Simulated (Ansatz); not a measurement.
Consider the ligand exchange at a B–C bond: `BC(=C)CC` + `[NH2][AlH2]` → `B[NH][AlH2]` + `C=CCC`.

Gas-phase electronic energies from Ansatz, PBE0-D4/def2-TZVP geometries. CCSD(T)/CBS adds triple-zeta CCSD(T) − MP2 to the extrapolated MP2 energy (def2 sets, frozen cores). This one scheme is used for every species. DFT in def2-TZVPP. B3LYP here is the variant with VWN-RPA as its local correlation; programs differ in this. One conformer a species, not always the lowest.

`BC(=C)CC`:

```xyz
14

B    -1.043   -0.365   -1.451
C    -0.567   -0.445    0.012
C    -0.774   -1.597    0.669
C     0.089    0.729    0.687
C     1.458    1.037    0.093
H    -0.972    0.654   -2.078
H    -1.513   -1.336   -1.970
H    -0.503   -1.728    1.715
H    -1.232   -2.447    0.175
H    -0.553    1.610    0.573
H     0.184    0.544    1.762
H     2.140    0.195    0.230
H     1.904    1.917    0.563
H     1.383    1.233   -0.980
```

`[NH2][AlH2]`:

```xyz
6

N     0.914    0.146   -0.151
Al   -0.807   -0.129    0.133
H     1.642   -0.525    0.032
H     1.309    0.996   -0.520
H    -1.246   -1.532    0.720
H    -1.812    1.045   -0.215
```

`B[NH][AlH2]`:

Cartesian coordinates in Å:
```
B -0.833 -1.085 -0.320
N -0.550 0.193 0.185
Al 1.092 0.939 0.209
H -1.952 -1.519 -0.304
H 0.069 -1.738 -0.770
H -1.339 0.707 0.553
H 2.298 0.110 -0.376
H 1.215 2.393 0.824
```

`C=CCC`:

Z-matrix (Å, degrees):
```
C
C 1 1.492
C 1 1.525 2 112.5
H 1 1.094 2 109.5 3 122.8
H 1 1.097 2 109.0 3 -120.9
C 2 1.325 1 125.3 3 -120.1
H 2 1.090 1 115.8 3 59.0
H 3 1.093 1 111.1 2 -58.0
H 3 1.092 1 111.2 2 -178.0
H 3 1.092 1 110.9 2 61.6
H 6 1.086 2 121.3 1 -0.7
H 6 1.084 2 121.7 1 179.5
```

```tsv
level	ΔE (kJ/mol)	difference from CCSD(T)/CBS
r2SCAN-D4	-105.1	-0.3
B3LYP-D4	-106.0	-1.2
ωB97X-V	-106.1	-1.3
ωB97M-V	-107.3	-2.5
PBE	-105.6	-0.8
PBE0	-107.3	-2.5
SCS-MP2/def2-TZVPP	-106.7	-1.9
CCSD(T)/def2-TZVPP	-106.9	-2.1
SCS-MP2/def2-QZVPP	-105.5	-0.7
HF/CBS(def2)	-111.5	-6.7
CCSD(T)/CBS	-104.8	0
```

Largest T1 diagnostic among the species: 0.012.

In def2-TZVPP, CCSD(T) changes the Hartree–Fock value by +4.8 kJ/mol (the triples alone add +1.2 kJ/mol) and MP2 by +6.2 kJ/mol. The D4 term adds +3.6 kJ/mol with B3LYP and +2.1 kJ/mol with PBE0; it sums over pairs of atoms, weighted by their polarisabilities, and B3LYP, whose exchange is more repulsive, gets the larger term.

CCSD(T)/CBS has its own doubt, a few kJ/mol and more with outer-core shells, so smaller differences from it don't rank the levels.
